# One per cent of stretch, very different gaps

## The naive picture

Stretching a crystal weakens its bonds. Its gap should then shrink in step with the growth in volume, and its energy should rise. The table contradicts both ideas. The boron compounds swell most, by 1.8 to 1.9 %, yet their gaps fall by less than 0.05 eV, while GaAs swells by 1.6 % and loses 0.177 eV. Three gaps open, and only BN and BP rise in energy.

Ansatz 0.2.0, PBE, plane-wave PAW, 420 eV cutoff, no spin polarisation: zincblende crystals under +1 % biaxial strain in the (111) plane. Cells and atoms were relaxed with r2SCAN, the strained ones to zero normal stress. Volumes and distances are for the unstrained cells; gaps are the least over the k mesh and named points; pressure is positive in compression.

```tsv
formula	element on site A	Z A	element on site B	Z B	volume per atom (Å³)	shortest distance (Å)	k mesh	band gap change (eV)	least direct gap change (eV)	unstrained band gap (eV)	energy rise per atom (meV)	unstrained gap kind	free normal strain (%)	pressure change (GPa)
BN	B	5	N	7	5.88	1.563	12×12×12	-0.049	-0.215	4.477	0.6	indirect	-0.15	-6.84
BP	B	5	P	15	11.67	1.964	10×10×10	-0.035	-0.146	1.238	1.5	indirect	-0.17	-2.92
BAs	B	5	As	33	13.68	2.071	10×10×10	-0.039	-0.135	1.188	-0.3	indirect	-0.20	-2.41
AlN	Al	13	N	7	10.43	1.892	10×10×10	-0.082	-0.221	3.325	-1.8	indirect	-0.33	-3.38
GaN	Ga	31	N	7	11.38	1.948	10×10×10	-0.162	-0.162	1.756	-3.9	direct	-0.42	-3.01
GaP	Ga	31	P	15	20.24	2.360	8×8×8	-0.167	-0.204	1.592	-2.5	indirect	-0.41	-1.34
GaAs	Ga	31	As	33	22.74	2.454	8×8×8	-0.177	-0.177	0.466	-3.9	direct	-0.43	-1.11
GaSb	Ga	31	Sb	51	28.82	2.655	8×8×8	0.021	0.110	0.000	-3.3	zero	-0.50	-0.77
InP	In	49	P	15	25.77	2.558	8×8×8	-0.140	-0.140	0.586	-1.6	direct	-0.56	-0.93
InAs	In	49	As	33	28.50	2.645	8×8×8	0.013	0.066	0.000	-3.0	zero	-0.61	-0.78
InSb	In	49	Sb	51	35.27	2.840	6×6×6	0.017	0.066	0.000	-2.5	zero	-0.67	-0.56
```

A film stretched in its (111) plane contracts along the normal, but not enough to keep its volume. The strain is therefore a dilation combined with a shear that singles out the normal. The unstrained crystals are cubic; the strained ones are rhombohedral. The two parts act differently on the electronic levels.

## Dilation: which conduction level forms the gap

In BN, BP, BAs and AlN the lowest conduction level lies at or near the zone-boundary point X, and the gap falls by 0.05 eV on average. In GaN, GaAs and InP it lies at the zone centre Γ, and the average fall is 0.16 eV. AlN allows a comparison within one crystal, because both its gaps start from the same valence top. Its direct gap, at Γ before the strain, falls by 0.139 eV more than its band gap. If it stays at Γ, this difference belongs to the conduction levels alone.

Theory supplies the reason. In AlN and in the gallium and indium compounds, the Γ level is an antibonding combination of s orbitals. It behaves like the antibonding level of a hydrogen molecule, which sinks when the bond is stretched and the overlap weakens. Levels near X have mixed orbital character and respond much less to volume. The analogy ends there, since the molecule has no p-like valence triplet for a shear to split.

## Shear: the valence top splits

The valence top at Γ consists of three p-like levels, equal in the cubic crystal. In strained BAs one of them lies 0.078 eV above the other two, which puts it 0.052 eV above their common centre. Measured from that centre, the conduction valley has risen by 0.013 eV. The gap still falls by 0.039 eV, because the splitting outweighs this rise.

To first order, shear moves neither the centre of the triplet nor the valleys near X, so the small rise can be assigned to dilation. The gap of BAs thus shrinks because of the shear, not because the crystal swells. The same may hold in BN and BP. In AlN, where the gap falls about twice as far as in BAs, swelling may contribute as well, or the triplet may split more strongly. The split levels that would settle this are not available. In GaN, GaAs and InP such a splitting is expected to add to the fall caused by dilation. If it resembles the 0.10 to 0.11 eV found below for GaSb, InAs and InSb, it lifts the valence top by about 0.07 eV, between a third and a half of the fall in these three crystals. Spin-orbit coupling, left out here, should reduce the rise of the valence top, most of all in the heavier compounds.

## Four irregular rows

GaP changes valley. Its conduction minimum moves from near X to the point L on the film normal, which the shear is expected to lower relative to the other L points. Before the strain the gap to L is 1.673 eV, 0.081 eV above the minimum near X; after it the gap is 1.425 eV, a fall of 0.248 eV. The tabulated change of −0.167 eV is smaller because it compares two different valleys.

GaSb, InAs and InSb start with zero gap because PBE places the s-like level below the p-like triplet. The real crystals are semiconductors. In the calculation the triplet is only partly filled, and the shear splits it by 0.10 to 0.11 eV at Γ. A short way from Γ the filled band climbs enough to cancel most of this splitting, which leaves gaps of only 0.01 to 0.02 eV. These openings come from the wrong level order, and their size also depends on the neglect of spin-orbit coupling, so they do not predict how a real film behaves.

## Why stretching can lower the energy

The cells were relaxed with r2SCAN, and PBE prefers larger ones. Each crystal therefore starts under a pressure $p_0$, and swelling releases energy. Let $\varepsilon$ be the in-plane strain, $\delta$ the relative volume growth, $V$ the volume per atom and $B$ the bulk modulus, taken as the pressure drop divided by $\delta$.

With no added stress along the normal, only the two in-plane stresses $\sigma$ do work, and the elastic energy density is $\sigma\varepsilon$. The mean tension $2\sigma/3$ equals $B\delta$, so $\sigma=1.5B\delta$. Subtracting the released energy gives

$$\Delta E = V\delta\,(1.5\,\varepsilon B - p_0).$$

For GaAs, $\delta=0.0157$ and $B=1.11/0.0157\approx 71$ GPa. With $p_0=2.77$ GPa and 1 eV/Å³ = 160.2 GPa,

$$\Delta E = \frac{22.74\times0.0157\times(1.06-2.77)}{160.2}\ \text{eV}\approx-3.8\ \text{meV},$$

against −3.9 meV in the table. The formula has no adjusted constant and gives the right sign in every row, with a largest miss of 0.12 meV. Only in BN and BP does the elastic term $1.5\,\varepsilon B$ exceed $p_0$; BAs narrowly misses, with 2.00 against 2.17 GPa. The formula is mainly an energy balance, since $B$ and $p_0$ come from the same calculations. It assumes linear elasticity, and that the normal contraction found with r2SCAN also suits PBE. The strained stresses, available for ten of the crystals, support the second point: the stress along the normal stays within 0.2 GPa of $p_0$. A negative value therefore reflects the starting pressure and is no sign of an unstable crystal.

## A rule for reading such shifts

Find the conduction minimum before and after the strain. If it stays at Γ above a true gap, expect, in a calculation without spin-orbit coupling, a fall of roughly 0.15 eV for a 1 % stretch in the (111) plane; if it stays near X, expect about half of that or less. If it moves, or if the calculated gap starts at zero, the rule does not apply. In no case is the gap change a pure deformation potential, since it mixes dilation and shear.
